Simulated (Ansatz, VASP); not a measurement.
**Two plane-wave programs on TaAs**

```xyz
4
Lattice="-1.7218 1.7218 5.8679 1.7218 -1.7218 5.8679 1.7218 1.7218 -5.8679" Properties=species:S:1:pos:R:3 pbc="T T T"
Ta    0.0000    0.0000    5.8676
Ta    1.7218    0.0000    2.9336
As    0.0000    0.0000    0.9698
As    0.0000    1.7218    3.9037
```

The cell is a database's computed one.

Alike in both runs: task single point; functional PBE; k mesh 11 × 11 × 11; occupations gaussian, width 0.015 eV; no spin polarisation.

|  | VASP | Ansatz |
| --- | --- | --- |
| version | VASP 6.6.1 | Ansatz 0.2.0 |
| potentials or method | VASP PAW PBE potentials, release 64 (Ta_pv, As) | Ansatz PAW |
| plane-wave cutoff (eV) | 520 | 420 |
| valence electrons in the cell | 32 | 56 |

VASP gave:

* least direct gap on the mesh (eV): 0.04
* pressure (GPa): 2.6
* largest component of the traceless stress (GPa): 0.74
* rms of the force components (eV/Å): 0.016

**Question.** Which values does Ansatz return?

**Answer.** Least direct gap on the mesh (eV): 0.04; pressure (GPa): 2.1; largest component of the traceless stress (GPa): 0.66; rms of the force components (eV/Å): 0.015.

Atom by atom the forces differ by 0.001 eV/Å (rms over components). With one functional, cell and mesh, what is left measures potentials, basis and numerics. The two sets of potentials don't hold the same shells in valence.

Caveats: spin-orbit coupling is left out, which moves the levels of the heavy elements; an odd mesh through Γ misses points on the zone boundary, where band edges often lie (VASP); odd divisions of the mesh miss points on the zone boundary, where band edges often lie, so the gap on the mesh can be too wide (Ansatz).
